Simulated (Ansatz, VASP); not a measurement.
# One calculation of Pt, two programs

```xyz
1
Lattice="0.0000 1.9946 1.9946 1.9946 0.0000 1.9946 1.9946 1.9946 0.0000" Properties=species:S:1:pos:R:3 pbc="T T T"
Pt    0.0000    0.0000    0.0000
```

Alike in both runs: task relaxation of cell and atoms; functional RPBE; k mesh 18 × 18 × 18; occupations gaussian, width 0.1 eV; no spin polarisation.

|  | VASP | Ansatz |
| --- | --- | --- |
| version | VASP 6.6.1 | Ansatz 0.2.0 |
| potentials or method | VASP PAW PBE potentials, release 64 (Pt) | scalar-relativistic, plane waves, PAW |
| plane-wave cutoff (eV) | 600 | 420 |
| valence electrons in the cell | 10 | 18 |

```tsv
	VASP	Ansatz	Ansatz less VASP
gap on the k mesh at the Fermi level, each at its own relaxed structure (eV)	none	none	-
relaxed volume (Å³/atom)	15.88	15.91	+0.030
relaxed cell length with the largest relative difference (Å)	2.822	2.823	+0.0018
```

A gap of «none» marks a metal or a gap that the smearing closes. The two sets of potentials don't hold the same shells in valence.

Caveats: the PAW data sets were made with another functional, which shifts forces and pressure a little (VASP). Spin-orbit coupling is left out, which matters for the levels of Pt.
